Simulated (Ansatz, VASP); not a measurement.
**WSe2: VASP beside Ansatz**

One calculation is typed for both programs; each brings its own data sets. How far apart do they land? The structure shown is the end of the Ansatz relaxation below.

Program: Ansatz 0.2.0. Level of theory: plane waves, with VASP 6.6.1 beside it; single point at PBE with D3(BJ). Results are calculated unless marked as measured.

### 1. Set-up

The cell holds 9 atoms: 3 W and 6 Se. Cell: a = 3.281 Å, b = 3.281 Å, c = 31.301 Å, α = 90.0°, β = 90.0°, γ = 120.0°. Vacuum lies along c.

### 2. Ansatz: relaxation, PBE with D3(BJ)

Ansatz runs on its PAW soft_1 files.

This run makes the geometry at which the two programs are then compared.

File input.yaml:

```yaml
crystal:
  lattice:
    - [3.282, 0.0, 0.0]
    - [-1.641, 2.84229538, 0.0]
    - [0.0, 0.0, 31.301088]
  atoms:
    - { symbol: W, position: [0.66666667, 0.33333333, 0.29297844] }
    - { symbol: W, position: [0.33333333, 0.66666667, 0.5] }
    - { symbol: W, position: [0.66666667, 0.33333333, 0.70702156] }
    - { symbol: Se, position: [0.33333333, 0.66666667, 0.23960828] }
    - { symbol: Se, position: [0.33333333, 0.66666667, 0.3463486] }
    - { symbol: Se, position: [0.33333333, 0.66666667, 0.6536514] }
    - { symbol: Se, position: [0.66666667, 0.33333333, 0.44662984] }
    - { symbol: Se, position: [0.33333333, 0.66666667, 0.76039172] }
    - { symbol: Se, position: [0.66666667, 0.33333333, 0.55337016] }
kpoints:
  mp_grid: { grid: [12, 12, 2] }
scf:
  occupations: { method: fermi_dirac, width: 0.02 }
hamiltonian:
  xc: pbe
  pseudopotentials: { kind: paw, azcp: { folder: soft_1 } }
  dispersion: d3bj
basis:
  ecutwfc: 600
output:
  forces: true
  stress: true
relax:
  f_tol: 0.005
  max_steps: 70
  cell: { stress_tol: 0.02, p_target: 0, fix: [c, alpha, beta, gamma] }
```

Launch:

```
ansatz run input.yaml --threads 4 --pin off --max-ram 10240MiB --backend cpu --events-out ev --progress --plain --runs-dir out
```

Numbers of over 12 decimals in the logs are rounded to 6 here.

The log of the run:

```text
Warning: crystal.symmetry: narrowed to the stabiliser of the fixed cell quantities (relax.cell.fix) — unitary ops 12 → 4. The narrowing is safe, since a smaller group never makes results wrong: the run goes on under it, on as many k-points as the starting group would need, or more. Excluded: 8 operations that would move a fixed cell quantity at a test strain (relax.cell.fix fixes c, alpha, beta, gamma). The cell can leave their symmetry as it relaxes.
Engine: ansatz 0.2.0, aarch64-unknown-linux-gnu
Pseudopotentials: kind: paw
Pseudopotential: W, paw, valence charge 14, recommended cutoff 420 eV (normal), soft_1/W.paw.azcp
Pseudopotential: Se, paw, valence charge 16, recommended cutoff 420 eV (normal), soft_1/Se.paw.azcp
Functional definition: PBE
  parameter kappa = 0.804
  parameter beta = 0.066725
  exchange = pbe_x(kappa = kappa, mu = beta*pi^2/3)
  correlation = pbe_c(beta = beta)
Crystal: 9 atoms, lattice volume = 291.989 Å³
Basis set: ecut = 600 eV, 9893 PW (Γ), exchange–correlation on 54×54×512 points (8 copies of the dense FFT grid, shifted against one another)
Bands: 83, of which v1, the nominal top of the filled ones, is band 69 counted from 1 (68 counted from 0)
Symmetry: 4 space group operations
k-points: 86 of 288 (time reversal used)
Non-local potential: W, projectors of the file, l = 0: 3, l = 1: 2, l = 2: 2, l = 3: 1
Non-local potential: Se, projectors of the file, l = 0: 2, l = 1: 2, l = 2: 3, l = 3: 1
PAW form: soft (Blöchl's): semilocal exchange-correlation on the pseudo side does not see the compensation charge
PAW one-centre angular grid: W, 590 points (default); XC on 64 Gauss nodes
PAW one-centre angular grid: Se, 590 points (default); XC on 64 Gauss nodes
Initial density: superposition of atomic densities (neutral atoms: chi_scale 0, normalization atom)
Initial wavefunctions: pseudopotential atomic-orbital guess
Functional: x = pbe(κ = 0.804, μ = 0.219515), c = pbe(β = 0.066725)
iter 1 solved again at ethr=2.21e-3 eV; its pass at ethr=3.10e-3 eV (dr2=3.05e0 eV) is discarded
SCF iter   1: F=—  HF=-63981.836025 eV  |F-HF|=—  |Δ(HF+E_count)|=         —  Δρ=2.69e-2  dr2=3.10e0  ethr=2.21e-3  ⟨swp⟩=1.2  Hψ=35708  notcnv=0
preconditioner: auto → Resta (q_TF=auto, 2.408 Å⁻¹)  ε∞=4.2  [insulator: Δε(μ)=1.222 eV  Ē_g=8.956 eV  σ=0.020 eV  W_gap=1.00  n_scr=76 (ndim 8)  ℏωp=16.0 eV  f_vac=0.381  D(μ)=0.00/eV (n_scr^D=0)  ε∞_Penn≈4.2  vacuum switching on, ρ_ref=5.8e-3 e/Å³]
SCF iter   2: F=—  HF=-63981.203638 eV  |F-HF|=—  |Δ(HF+E_count)|=   6.32e-1  Δρ=1.49e-2  dr2=7.94e-1  ethr=2.21e-3  ⟨swp⟩=3.0  Hψ=11013  notcnv=0  defer=18
SCF iter   3: F=—  HF=-63981.003126 eV  |F-HF|=—  |Δ(HF+E_count)|=   2.01e-1  Δρ=2.04e-3  dr2=2.34e-2  ethr=5.75e-4  ⟨swp⟩=3.5  Hψ=12011  notcnv=0  defer=122
SCF iter   4: F=—  HF=-63981.001925 eV  |F-HF|=—  |Δ(HF+E_count)|=   1.20e-3  Δρ=1.05e-3  dr2=1.05e-2  ethr=1.69e-5  ⟨swp⟩=3.0  Hψ=14520  notcnv=0  defer=366
SCF iter   5: F=—  HF=-63981.001919 eV  |F-HF|=—  |Δ(HF+E_count)|=   6.38e-6  Δρ=4.90e-4  dr2=4.23e-3  ethr=7.59e-6  ⟨swp⟩=2.1  Hψ=9150  notcnv=0  defer=436
SCF iter   6: F=—  HF=-63981.001904 eV  |F-HF|=—  |Δ(HF+E_count)|=   1.49e-5  Δρ=2.25e-4  dr2=3.01e-4  ethr=3.07e-6  ⟨swp⟩=1.9  Hψ=7992  notcnv=0  defer=443
SCF iter   7: F=—  HF=-63981.002034 eV  |F-HF|=—  |Δ(HF+E_count)|=   1.30e-4  Δρ=1.08e-4  dr2=1.06e-4  ethr=2.18e-7  ⟨swp⟩=2.5  Hψ=8767  notcnv=0  defer=443
SCF iter   8: F=—  HF=-63981.002026 eV  |F-HF|=—  |Δ(HF+E_count)|=   8.36e-6  Δρ=4.43e-5  dr2=6.42e-6  ethr=7.71e-8  ⟨swp⟩=3.0  Hψ=13870  notcnv=0  defer=443
SCF iter   9: F=—  HF=-63981.002234 eV  |F-HF|=—  |Δ(HF+E_count)|=   2.08e-4  Δρ=1.04e-5  dr2=6.94e-7  ethr=4.65e-9  ⟨swp⟩=3.1  Hψ=14759  notcnv=0  defer=443
SCF iter  10: F=—  HF=-63981.002235 eV  |F-HF|=—  |Δ(HF+E_count)|=   4.35e-7  Δρ=7.34e-6  dr2=4.60e-7  ethr=5.03e-10  ⟨swp⟩=2.8  Hψ=13560  notcnv=0  defer=443
SCF iter  11: F=-63981.002235 eV  HF=-63981.002235 eV  |F-HF|=1.71e-8  |Δ(HF+E_count)|=   4.89e-8  Δρ=2.97e-6  dr2=5.63e-8  ethr=7.25e-11  ⟨swp⟩=3.1  Hψ=27034  notcnv=0
SCF 1 converged in 11 iterations: F = -63981.002235 eV  dr2 = 5.63e-8
  greatest PAW one-centre occupation: 1.000 electrons in one spin orbital (limit 2), on the Se atom at site 6 (counted from 0), in its partial waves of l = 2
relax step   1: F+E_penalty+E_count = -63981.00223454 eV  Δ(F+E_penalty+E_count) = +0.000e0 eV  max|allowed force component| = 2.886e-1 eV/Å  Δτ_max = 0.0000 Å  P = +0.656 GPa  Ω = 291.989 Å³  fix = [c, alpha, beta, gamma]  reactions: c +1.088 GPa; gamma -0.000 GPa/rad  (11 SCF iters, dr2 threshold 1.00e-7 eV, accepted)
[...]
relax step   4: F+E_penalty+E_count = -63981.01806086 eV  Δ(F+E_penalty+E_count) = -2.489e-4 eV  max|allowed force component| = 5.871e-3 eV/Å  Δτ_max = 0.0242 Å  P = -0.004 GPa  Ω = 291.822 Å³  energy of the carried Pulay correction = +2.294e-6 eV  fix = [c, alpha, beta, gamma]  reactions: c -0.009 GPa; gamma -0.000 GPa/rad  (10 SCF iters, dr2 threshold 4.65e-9 eV, accepted)
[...]
relax step   5: F+E_penalty+E_count = -63981.01806941 eV  Δ(F+E_penalty+E_count) = -8.550e-6 eV  max|allowed force component| = 1.467e-3 eV/Å  Δτ_max = 0.0035 Å  P = -0.005 GPa  Ω = 291.817 Å³  energy of the carried Pulay correction = +2.365e-6 eV  fix = [c, alpha, beta, gamma]  reactions: c -0.017 GPa; gamma -0.000 GPa/rad  (8 SCF iters, dr2 threshold 2.15e-9 eV, accepted)
[...]
relax step   6: F+E_penalty+E_count = -63981.01806708 eV  Δ(F+E_penalty+E_count) = +2.334e-6 eV  max|allowed force component| = 1.471e-3 eV/Å  Δτ_max = 0.0000 Å  P = -0.005 GPa  Ω = 291.817 Å³  fix = [c, alpha, beta, gamma]  reactions: c -0.017 GPa; gamma -0.000 GPa/rad  stress off target by 1.81e-4 GPa on what of the cell is left free  SCF on the basis re-selected at this cell (its energy is not comparable with the rows above)  (8 SCF iters)
basis re-selected at this cell: Δ(F+E_penalty+E_count) = +2.334e-6 eV, ΔP = -0.000 GPa vs the last step (what re-selecting the basis moved, of the pressure what is left beyond the Pulay correction that the steps carried, after the strain that the cell walked since its last selection, with what the two solves' SCF thresholds leave and, on support functions, any second-order correction that the steps lacked; it is no m [...]
SCF converged after 8 iterations
Free energy (F): -63981.018067 eV
Harris-Foulkes:  -63981.018067 eV  (|F-HF|=1.46e-11)
Internal energy: -63981.018067 eV  (E = F + TS)
E sigma→0 (E₀):  -63981.018067 eV
Fermi energy:    6.543605 eV
--- Per-component energies (eV) ---
  E_band       = -3474.566177
  E_kinetic    = 1934.496920
  E_local      = -171688.844714  (includes V_loc(G=0)·N_el)
  E_nonlocal   = -2200.982988
  E_hartree    = 85667.663852
  E_xc         = -1316.692127
  E_vxc        = -1240.649152  (∫ρ·V_xc dr)
  E_paw        = -38512.933070  (= ΣΔE_a)
  E_vpaw       = -1613.914543  (= ΣTr[D̂ρ^β])
  E_aug_tail   = 0.000088  (compensation charges beyond the density's cutoff)
  E_ewald      = 62140.121745
  E_disp       = -3.847775  (pairwise vdW)
  E_smearing   = -0.000000  (= −TS)
  E_closure    = -0.000000  (closes the sum)
  Σ components = -63981.018067   (vs F -63981.018067, Δ=0.00e0)
--- Forces (eV/Å), atoms counted from 1 ---
  atom   1  W     -0.00000000     0.00000000     0.00122393
  atom   2  W      0.00000000    -0.00000000     0.00000000
  atom   3  W     -0.00000000     0.00000000    -0.00122393
  atom   4  Se     0.00000000    -0.00000000    -0.00132086
  atom   5  Se    -0.00000000     0.00000000     0.00013659
  atom   6  Se    -0.00000000     0.00000000    -0.00013659
  atom   7  Se    -0.00000000     0.00000000     0.00147148
  atom   8  Se     0.00000000    -0.00000000     0.00132086
  atom   9  Se    -0.00000000     0.00000000    -0.00147148
  max |Σ_I F_I| component: 1.78e-9 eV/Å
--- Stress (GPa, compression-positive) ---
        0.000181       0.000000       0.000000
        0.000000       0.000181       0.000000
        0.000000       0.000000      -0.016634
  P = ⅓ Tr σ = -0.0054 GPa (-0.054 kbar)
--- Relaxed structure (5 steps of the walk, 4 accepted, 1 SCFs on fresh bases) ---
  F+E_penalty+E_count = -63981.01806708 eV   max|allowed force component| = 1.471e-3 eV/Å   (the final SCF, on the basis selected at the relaxed cell)
  cell:  # Å, volume = 291.8168 Å³
    - [3.281029, 0, 0.0]
    - [-1.640515, 2.841455, 0.0]
    - [0.0, 0.0, 31.301088]
  atoms:
    - { symbol: W, position: [0.666667, 0.333333, 0.295531] }
    - { symbol: W, position: [0.333333, 0.666667, 0.5] }
    - { symbol: W, position: [0.666667, 0.333333, 0.704469] }
    - { symbol: Se, position: [0.333333, 0.666667, 0.241690] }
    - { symbol: Se, position: [0.333333, 0.666667, 0.349353] }
    - { symbol: Se, position: [0.333333, 0.666667, 0.650647] }
    - { symbol: Se, position: [0.666667, 0.333333, 0.446209] }
    - { symbol: Se, position: [0.333333, 0.666667, 0.758310] }
    - { symbol: Se, position: [0.666667, 0.333333, 0.553791] }
```

### 3. VASP: single point, PBE with D3(BJ)

The same cell, functional, mesh and smearing now go to VASP, with its own data sets.

Lines of VASP's logs that name or quote its potential files are left out, and so is its time.

File INCAR:

```
SYSTEM = WSe2
PREC = Accurate
ENCUT = 600
EDIFF = 1E-06
NELM = 120
ISMEAR = -1
SIGMA = 0.02
LREAL = .FALSE.
ALGO = Normal
GGA = PE
IVDW = 12
NBANDS = 36
LASPH = .TRUE.
LORBIT = 11
LWAVE = .FALSE.
LCHARG = .FALSE.
ISIF = 2
GGA_COMPAT = .FALSE.
EFERMI = MIDGAP
KPAR = 2
```

File POSCAR:

```
WSe2
1.0
    3.2810292229      0.0000000000      0.0000000000
   -1.6405146114      2.8414546576      0.0000000000
    0.0000000000      0.0000000000     31.3010880000
W Se
3 6
Direct
    0.6666666669      0.3333333331      0.2955309163
    0.3333333328      0.6666666672      0.5000000000
    0.6666666669      0.3333333331      0.7044690837
    0.3333333336      0.6666666664      0.2416900530
    0.3333333336      0.6666666664      0.3493529931
    0.3333333336      0.6666666664      0.6506470069
    0.6666666661      0.3333333339      0.4462094418
    0.3333333336      0.6666666664      0.7583099470
    0.6666666661      0.3333333339      0.5537905582
```

File KPOINTS:

```
Automatic mesh
0
Gamma
12 12 2
0 0 0
```

PAW data sets: W and Se (PBE family, release 64).

Launch:

```
mpirun -np 2 vasp_std
```

The log of the run:

```text
[banner, memory and clock lines left out]
running    2 mpi-ranks, on    1 nodes
 distrk:  each k-point on    1 cores,    2 groups
 distr:  one band on    1 cores,    1 groups

 POSCAR found type information on POSCAR W Se
 POSCAR found :  2 types and       9 ions
 LDA part: xc-table for (Slater+PW92), standard interpolation
 POSCAR, INCAR and KPOINTS ok, starting setup
 FFT: planning ... GRIDC
 FFT: planning ... GRID_SOFT
 FFT: planning ... GRID
 WAVECAR not read
 entering main loop
       N       E                     dE             d eps       ncg     rms          rms(c)
DAV:   1     0.376495952283E+03    0.37650E+03   -0.23172E+04  2736   0.138E+03
DAV:   2    -0.267723942236E+02   -0.40327E+03   -0.38783E+03  3860   0.265E+02
DAV:   3    -0.664719286713E+02   -0.39700E+02   -0.39181E+02  3304   0.849E+01
DAV:   4    -0.678851672004E+02   -0.14132E+01   -0.14026E+01  3904   0.165E+01
DAV:   5    -0.679225545937E+02   -0.37387E-01   -0.37295E-01  3836   0.256E+00    0.378E+01
DAV:   6    -0.655496517646E+02    0.23729E+01   -0.11887E+01  3948   0.137E+01    0.147E+01
DAV:   7    -0.651998616751E+02    0.34979E+00   -0.69322E+00  3820   0.111E+01    0.943E+00
DAV:   8    -0.648795815434E+02    0.32028E+00   -0.96869E-01  3868   0.504E+00    0.971E-01
DAV:   9    -0.648759317159E+02    0.36498E-02   -0.13073E-01  3952   0.150E+00    0.441E-01
DAV:  10    -0.648736548530E+02    0.22769E-02   -0.14993E-02  3804   0.590E-01    0.337E-01
DAV:  11    -0.648733618133E+02    0.29304E-03   -0.17409E-03  3500   0.188E-01    0.159E-01
DAV:  12    -0.648732631655E+02    0.98648E-04   -0.37931E-04  3644   0.957E-02    0.841E-02
DAV:  13    -0.648731960795E+02    0.67086E-04   -0.33369E-04  3744   0.718E-02    0.181E-02
DAV:  14    -0.648732279826E+02   -0.31903E-04   -0.37051E-05  3556   0.306E-02    0.205E-02
DAV:  15    -0.648733105267E+02   -0.82544E-04   -0.41377E-05  3340   0.234E-02    0.150E-02
DAV:  16    -0.648733545747E+02   -0.44048E-04   -0.85060E-06  3380   0.993E-03    0.724E-03
DAV:  17    -0.648733744933E+02   -0.19919E-04   -0.86122E-06  3012   0.789E-03    0.393E-03
DAV:  18    -0.648733868126E+02   -0.12319E-04   -0.12193E-06  2496   0.433E-03    0.235E-03
DAV:  19    -0.648734053940E+02   -0.18581E-04   -0.72280E-07  2300   0.317E-03    0.406E-03
DAV:  20    -0.648734148482E+02   -0.94542E-05   -0.15515E-06  2548   0.238E-03    0.152E-03
DAV:  21    -0.648734258041E+02   -0.10956E-04   -0.34715E-07  2180   0.213E-03    0.182E-03
DAV:  22    -0.648734368091E+02   -0.11005E-04   -0.57496E-07  2368   0.149E-03    0.691E-04
DAV:  23    -0.648734393082E+02   -0.24991E-05   -0.10029E-07  1984   0.723E-04    0.539E-04
DAV:  24    -0.648734402671E+02   -0.95891E-06   -0.56194E-08  1812   0.463E-04
   1 F= -.68720526E+02 E0= -.68720526E+02  d E =-.619306E-13
```

(Part 1 of 2 ends here.)

[Lines on the potential files, build, host, timing and source positions are cut from VASP's logs without a mark.]

[Logs are printed without paths, hosts, clocks, repeated set-up lines and the standing remarks that a program may print on its own settings, such as how far it seeks lower states.]

[Hosts, paths, dates, database ids (printed as entryN), source tags and the programs' standing remarks are cut or masked in the printed files.]
